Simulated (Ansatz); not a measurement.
The system is NaCl.

```
CELL_PARAMETERS angstrom
3.50219 0.00000 0.00000
0.00000 3.50219 0.00000
0.00000 0.00000 3.50219
ATOMIC_POSITIONS crystal
Cl 0.50000 0.50000 0.50000
Na 0.00000 0.00000 0.00000
```

Measurements of this composition are mostly on another form, of space group No. 225.

Base run:

* Program: Ansatz 0.2.0
* Functional: PBEsol
* Potentials or basis: all-electron LAPW, non-relativistic
* Cutoff: 140 eV (chosen from the basis error)
* Basis error allowed: 0.001 eV/atom
* k mesh: 8 × 8 × 8
* Occupations: fermi-dirac, width 0.05 eV
* Spin: no spin polarisation

Its results: band gap on the k mesh 3.92 eV, indirect (least direct gap 4.42 eV); pressure -1.2 GPa.

Question: The run is repeated on the same cell with these changes: potentials or basis from all-electron LAPW, non-relativistic to all-electron LAPW, scalar-relativistic. What comes out?

Answer: Band gap on the k mesh 3.84 eV, indirect (least direct gap 4.34 eV); pressure -1.2 GPa.
